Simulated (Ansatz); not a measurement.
Working through a short molecular-dynamics run of CaO, space group Cmce

With the Python package of Ansatz (0.2.0).

Notebook, run cell by cell (the value of a cell's last expression is shown):

**Cell 1**
```python
import warnings

import ansatz as az
from ase import Atoms
from ase.neighborlist import neighbor_list
import numpy as np
```

**Cell 2**
```python
warnings.simplefilter("ignore", az.DeckWarning)
```

**Cell 3**
```python
vectors = np.array([
    [2.355065, -2.359224, 0.0],
    [2.355065, 2.359224, 0.0],
    [0.0, 0.0, 16.748988],
])
structure = (
    az.Lattice.of(vectors)
    .atom("Ca", (0.067208, 0.932792, 0.178488))
    .atom("Ca", (0.932792, 0.067208, 0.821512))
    .atom("Ca", (0.432792, 0.567208, 0.678488))
    .atom("Ca", (0.567208, 0.432792, 0.321512))
    .atom("O", (0.067008, 0.932992, 0.319636))
    .atom("O", (0.932992, 0.067008, 0.680364))
    .atom("O", (0.432992, 0.567008, 0.819636))
    .atom("O", (0.567008, 0.432992, 0.180364))
)
```

**Cell 4**
```python
structure.resolved().sites[-1]
```
Output:
```text
Site(symbol='O', position=(0.567008, 0.432992, 0.180364), moment=None, axis=None, held=None, saved=None)
```

**Cell 5**
```python
# a coarse mesh keeps each step cheap
job = (
    structure.calculation()
    .occupations(az.OccupationsMethod.FIXED)
    .kpoints(4, 4, 1)
    .functional("pbesol")
    .basis(510)
    .md(az.Ensemble.NVE, timestep=2.0, steps=20, temperature=100, initial_velocities="maxwell_boltzmann", seed=720)
)
steps = []
```

**Cell 6**
```python
def collect(event):
    if event["event"] == "md_step":
        steps.append(event["data"])
```

**Cell 7**
```python
out = job.session().plan().execute(on_event=collect)
rep = out.report
```

**Cell 8**
```python
sorted(key for key in rep if key.endswith("_ev"))
```
Output:
```text
['energy_sigma0_ev', 'entropy_ts_ev', 'fermi_energy_ev', 'free_energy_ev', 'gap_by_band_count_ev',
 'harris_foulkes_ev', 'internal_energy_ev', 'lagrangian_ev', 'lagrangian_sigma0_ev']
```

**Cell 9**
```python
out.lattice.cell_ang
```
Output:
```text
array([[ 2.355065, -2.359224,  0.      ],
       [ 2.355065,  2.359224,  0.      ],
       [ 0.      ,  0.      , 16.748988]])
```

**Cell 10**
```python
rep["kweights"]
```
Output:
```text
[0.0625, 0.125, 0.0625, 0.125, 0.125, 0.125, 0.125, 0.0625, 0.125, 0.0625]
```

**Cell 11**
```python
for s in steps[::1]:
    print("%3d %7.1f fs  total %.4f eV  T %6.1f K" % (s["step"], s["time_fs"], s["lagrangian_ev"] + s["e_kin_ev"], s["temperature_k"]))
```
Output:
```text
  0     0.0 fs  total -9430.4006 eV  T  100.0 K
  1     2.0 fs  total -9430.4006 eV  T   97.5 K
  2     4.0 fs  total -9430.4006 eV  T   94.3 K
  3     6.0 fs  total -9430.4005 eV  T   90.4 K
  4     8.0 fs  total -9430.4005 eV  T   85.9 K
  5    10.0 fs  total -9430.4005 eV  T   81.0 K
  6    12.0 fs  total -9430.4005 eV  T   76.0 K
  7    14.0 fs  total -9430.4005 eV  T   71.0 K
  8    16.0 fs  total -9430.4005 eV  T   66.3 K
  9    18.0 fs  total -9430.4005 eV  T   62.2 K
 10    20.0 fs  total -9430.4005 eV  T   59.0 K
 11    22.0 fs  total -9430.4004 eV  T   56.8 K
 12    24.0 fs  total -9430.4004 eV  T   55.7 K
 13    26.0 fs  total -9430.4004 eV  T   56.0 K
 14    28.0 fs  total -9430.4004 eV  T   57.6 K
 15    30.0 fs  total -9430.4004 eV  T   60.5 K
 16    32.0 fs  total -9430.4005 eV  T   64.7 K
 17    34.0 fs  total -9430.4005 eV  T   69.9 K
 18    36.0 fs  total -9430.4005 eV  T   75.8 K
 19    38.0 fs  total -9430.4005 eV  T   82.3 K
 20    40.0 fs  total -9430.4005 eV  T   89.0 K
```

**Cell 12**
```python
temperature = np.array([s["temperature_k"] for s in steps])
print(f"mean temperature of the second half {temperature[len(steps) // 2 :].mean():.1f} K")
```
Output:
```text
mean temperature of the second half 66.1 K
```

**Cell 13**
```python
symbols = [site.symbol for site in out.lattice.sites]
pairs = np.concatenate([neighbor_list("d", Atoms(symbols, positions=s["positions_ang"], cell=out.lattice.cell_ang, pbc=True), 4.5) for s in steps[len(steps) // 2 :]])
counts, edges = np.histogram(pairs, bins=np.arange(0.5, 4.51, 0.25))
for low, count in zip(edges, counts / (len(symbols) * len(steps[len(steps) // 2 :]))):
    print(f"{low:4.2f}-{low + 0.25:4.2f} A  {count:6.2f} neighbours an atom")
```
Output:
```text
0.50-0.75 A    0.00 neighbours an atom
0.75-1.00 A    0.00 neighbours an atom
1.00-1.25 A    0.00 neighbours an atom
1.25-1.50 A    0.00 neighbours an atom
1.50-1.75 A    0.00 neighbours an atom
1.75-2.00 A    0.00 neighbours an atom
2.00-2.25 A    0.00 neighbours an atom
2.25-2.50 A    5.00 neighbours an atom
2.50-2.75 A    0.00 neighbours an atom
2.75-3.00 A    0.00 neighbours an atom
3.00-3.25 A    0.89 neighbours an atom
3.25-3.50 A    7.11 neighbours an atom
3.50-3.75 A    0.00 neighbours an atom
3.75-4.00 A    0.23 neighbours an atom
4.00-4.25 A    3.77 neighbours an atom
4.25-4.50 A    0.00 neighbours an atom
```

**Cell 14**
```python
track = np.array([s["positions_ang"] for s in steps])
names = np.array([site.symbol for site in out.lattice.sites])
for name in sorted(set(names)):
    msd = ((track[:, names == name] - track[0, names == name]) ** 2).sum(axis=2).mean(axis=1)
    print(f"mean square displacement of {name} (A^2):", np.round(msd[:: max(len(msd) // 6, 1)], 4))
```
Output:
```text
mean square displacement of Ca (A^2): [0.     0.0002 0.0008 0.0016 0.0025 0.0035 0.0046]
mean square displacement of O (A^2): [0.     0.0004 0.0015 0.0031 0.0049 0.0067 0.0082]
```

**Cell 15**
```python
print("last positions (A) and velocities (A/fs)")
for site, xyz, vel in zip(out.lattice.sites, steps[-1]["positions_ang"], steps[-1]["velocities_ang_fs"]):
    print(f"{site.symbol:2s}", " ".join(f"{v:8.4f}" for v in xyz), " ", " ".join(f"{v:9.5f}" for v in vel))
```
Output:
```text
last positions (A) and velocities (A/fs)
Ca   2.3178   2.0427   3.0476    -0.00020   0.00084   0.00334
Ca   2.3764  -2.0753  13.6946     0.00012  -0.00118  -0.00305
Ca   2.3547   0.2569  11.3257     0.00088  -0.00075   0.00092
Ca   2.3445  -0.2484   5.4293     0.00020   0.00188  -0.00086
O    2.3791   2.1422   5.3642    -0.00125   0.00030   0.00108
O    2.4089  -2.0550  11.3895    -0.00133  -0.00232  -0.00139
O    2.3479   0.2615  13.6298     0.00133  -0.00031  -0.00236
O    2.3515  -0.2881   3.1166    -0.00124   0.00034   0.00178
```

Caveats:
- Total energies depend on the potentials; only differences at equal settings carry meaning. A total without «per atom» is that of the cell as typed.
- Semilocal gaps usually lie well under measured ones.
- With fixed filling the reported Fermi level is the top filled level among the k-points of the SCF.
- The structure comes from a database of computed cells and needn't be a stable or known phase.
- Levels are Kohn-Sham eigenvalues on this mesh.
- A small cell, a coarse mesh and a very short run: it shows the set-up and gives no equilibrium averages.
- Hardware and time: 100 s on 1 thread of Arm Neoverse V1, with other jobs on the host, peak memory 0.53 GiB.
